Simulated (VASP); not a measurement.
# Sn: relaxation of the atoms with PBE

The system is Sn.

```xyz
2
Lattice="0.0000 3.3497 3.3497 3.3497 0.0000 3.3497 3.3497 3.3497 0.0000" Properties=species:S:1:pos:R:3 pbc="T T T"
Sn    3.3497    3.3497    0.0000
Sn    1.6748    1.6748    1.6748
```

This isn't the form of Sn at room conditions, which is tetragonal (white tin).

The cell isn't the ideal one: a relaxed cell with its volume scaled by 1.02.

- Program: VASP 6.6.1
- Task: relaxation of the atoms
- Functional: PBE
- Potentials or basis: VASP PAW PBE potentials, release 64 (Sn_d)
- Cutoff: 600 eV
- k mesh: 10 × 10 × 10
- Occupations: gaussian, width 0.03 eV
- Spin: no spin polarisation
- Further INCAR settings: ALGO = Normal; EDIFF = 1e-07; IBRION = 2; EDIFFG = -0.01; NSW = 40

```
Pressure after relaxing : -0.7 GPa
Band gap on the k mesh  : none (metal or under the smearing width)
```

Final structure:
```
CELL_PARAMETERS angstrom
0.00000 3.34968 3.34968
3.34968 0.00000 3.34968
3.34968 3.34968 0.00000
ATOMIC_POSITIONS crystal
Sn 0.00000 0.00000 0.00000
Sn 0.25000 0.25000 0.25000
```

Levels at points of the mesh, in eV from the Fermi level:
```csv
k point,band 12,band 13,band 14,band 15,band 16,band 17
"(0.00, 0.00, 0.00)",-1.20,0.17,0.17,0.17,2.22,2.22
"(0.50, 0.00, 0.00)",-5.89,-0.90,-0.90,-0.10,3.27,3.27
"(0.50, 0.50, 0.00)",-7.13,-2.09,-2.09,1.00,1.00,7.21
```

It took 67 s on 1 thread of AMD EPYC 7R13 Processor (Zen 3), on a shared host, peak memory 0.23 GiB.

Caveat: the relaxation stopped at its first step, so nothing moved.
